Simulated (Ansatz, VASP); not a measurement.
# One calculation of Ni, two programs

Contents of INCAR:

```
PREC     = Accurate       # precision mode
ENCUT    = 520            # plane-wave cutoff, eV
EDIFF    = 1E-7           # SCF threshold, eV
ISMEAR   = -1             # smearing method
SIGMA    = 0.05           # smearing width, eV
LREAL    = F              # projectors in reciprocal space
LASPH    = T              # aspherical terms in the spheres
NELM     = 150            # most SCF steps
ALGO     = Normal         # electronic algorithm
ISIF     = 2              # what is computed and relaxed
LWAVE    = F              # write WAVECAR
LCHARG   = F              # write CHGCAR
ISPIN    = 2              # spin polarisation
MAGMOM   = 0.81 0.81      # initial moments
LORBIT   = 11             # projections on sites
LMAXMIX  = 4              # l up to which the mixer works
GGA      = PE             # functional
NBANDS   = 21             # bands
```

KPOINTS

```
Automatic mesh
0
Gamma
  6 12 12
```

POSCAR

```
Ni
1.0
    0.0000000000      3.5347000000      3.5347000000
    1.7673500000      0.0000000000      1.7673500000
    1.7673500000      1.7673500000      0.0000000000
Ni
2
Direct
    0.0000000000      0.0000000000      0.0000000000
    0.5000000000      0.0000000000      0.0000000000
```

Input for Ansatz:

```yaml
crystal:
  lattice:
    - [0.0, 3.5347, 3.5347]
    - [1.76735, 0.0, 1.76735]
    - [1.76735, 1.76735, 0.0]
  atoms:
    - { symbol: Ni, position: [0.0, 0.0, 0.0] }
    - { symbol: Ni, position: [0.5, 0.0, 0.0] }
hamiltonian:
  xc: pbe
  pseudopotentials: { kind: paw }
basis:
  ecutwfc: 420
kpoints:
  mp_grid: { grid: [6, 12, 12] }
scf:
  occupations: { method: fermi_dirac, width: 0.05 }
  lower_state_search: "off"
output:
  forces: true
  stress: true
magnetization:
  spin_polarized: true
```

Alike in both runs: task single point; functional PBE; k mesh 6 × 12 × 12; occupations fermi-dirac, width 0.05 eV; collinear spin.

|  | VASP | Ansatz |
| --- | --- | --- |
| version | VASP 6.6.1 | Ansatz 0.2.0 |
| potentials or method | VASP PAW PBE potentials, release 64 (Ni) | PAW, plane waves, scalar-relativistic |
| plane-wave cutoff (eV) | 520 | 420 |
| valence electrons in the cell | 20 | 36 |

|  | VASP | Ansatz | Ansatz less VASP |
| --- | --- | --- | --- |
| pressure (GPa) | -2.3 | -2.2 | +0.04 |
| net moment per atom (μB) | 0.68 | 0.69 | +0.013 |
| size of the moment on the site where the two differ most (μB) | 0.69 | 0.73 | +0.041 |

Site moments also hang on the region over which each program counts them. The functional is the same, so the differences come from potentials, cutoffs and numerics. The two sets of potentials don't hold the same shells in valence. Ansatz warned: «no_starting_moments».
